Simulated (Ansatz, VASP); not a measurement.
## HfC in VASP and in Ansatz

INCAR

```
ALGO     = Normal         # electronic algorithm
EDIFF    = 1E-7           # SCF threshold, eV
ENCUT    = 520            # plane-wave cutoff, eV
GGA      = CA             # functional
ISIF     = 2              # what is computed and relaxed
ISMEAR   = -1             # smearing method
LASPH    = True           # aspherical terms in the spheres
LCHARG   = False          # write CHGCAR
LREAL    = False          # projectors in reciprocal space
LWAVE    = False          # write WAVECAR
NBANDS   = 22             # bands
NELM     = 80             # most SCF steps
PREC     = Accurate       # precision mode
SIGMA    = 0.15           # smearing width, eV
```

The input KPOINTS:

```
k-points
0
Gamma
  7 7 4
```

POSCAR

```
HfC
1.0
    3.3428660000      0.0000000000      0.0000000000
   -1.6714330000      2.8950070000      0.0000000000
    0.0000000000      0.0000000000      5.2027140000
Hf C
2 2
Direct
    0.6666666667      0.3333333333      0.7500000000
    0.3333333333      0.6666666667      0.2500000000
    0.0000000000      0.0000000000      0.0000000000
    0.0000000000      0.0000000000      0.5000000000
```

Input for Ansatz:

```yaml
crystal:
  lattice:
    - [3.342866, 0.0, 0.0]
    - [-1.671433, 2.895007, 0.0]
    - [0.0, 0.0, 5.202714]
  atoms:
    - { symbol: Hf, position: [0.6666666666666666, 0.3333333333333333, 0.75] }
    - { symbol: Hf, position: [0.33333333333333326, 0.6666666666666666, 0.25] }
    - { symbol: C, position: [0.0, 0.0, 0.0] }
    - { symbol: C, position: [0.0, 0.0, 0.5] }
basis:
  ecutwfc: 557.833418042754
kpoints:
  mp_grid:
    grid: [7, 7, 4]
    shift: [0.0, 0.0, 0.0]
hamiltonian:
  xc: lda
  pseudopotentials:
    kind: paw
scf:
  occupations:
    method: fermi_dirac
    width: 0.15
output:
  stress: true
```

The cell comes from a database or a generator and needn't be the stable form of this composition.

Alike in both runs: task single point; functional LDA; k mesh 7 × 7 × 4; occupations fermi-dirac, width 0.15 eV; no spin polarisation.

|  | VASP | Ansatz |
| --- | --- | --- |
| version | VASP 6.6.1 | Ansatz 0.2.0 |
| potentials or method | VASP PAW LDA potentials, release 64 (Hf_pv, C) | plane waves, PAW |
| plane-wave cutoff (eV) | 520 | 558 |
| valence electrons in the cell | 28 | 60 |

Ansatz gave:

| Item | Value |
| --- | --- |
| pressure (GPa) | -12.5 |
| largest component of the traceless stress (GPa) | 3.47 |

**Question.** Estimate VASP's values.

**Answer.** Pressure (GPa): -12.3; largest component of the traceless stress (GPa): 3.49.

The two sets of potentials don't hold the same shells in valence.

Spin-orbit coupling is left out, which matters for the levels of Hf.
